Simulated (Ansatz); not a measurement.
KF (Carobbiite):

```
CELL_PARAMETERS angstrom
0.00000 2.67185 2.67185
2.67185 0.00000 2.67185
2.67185 2.67185 0.00000
ATOMIC_POSITIONS crystal
K 0.00000 0.00000 0.00000
F 0.50000 0.50000 0.50000
```

Base run:

| Item | Value |
| --- | --- |
| Program | Ansatz 0.2.0 |
| Functional | PBE |
| Potentials or basis | all-electron PAW datasets made for the crystal |
| Cutoff | 280 eV |
| Density cutoff | 1120 eV |
| k mesh | 6 × 6 × 6 |
| Occupations | fermi-dirac, width 0.05 eV |
| Spin | no spin polarisation |

Its results: band gap on the k mesh 6.18 eV, direct.

The run is repeated on the same cell with these changes: functional from PBE to HSE06; cutoff from 280 eV to 310 eV; density cutoff from 1120 eV to 1240 eV. What comes out?

Band gap on the k mesh 8.18 eV, direct.

HSE06 gives the wider gap, since exact exchange removes part of the self-interaction.

A k mesh can miss the band edges.

Not every run made on this cell is shown here.
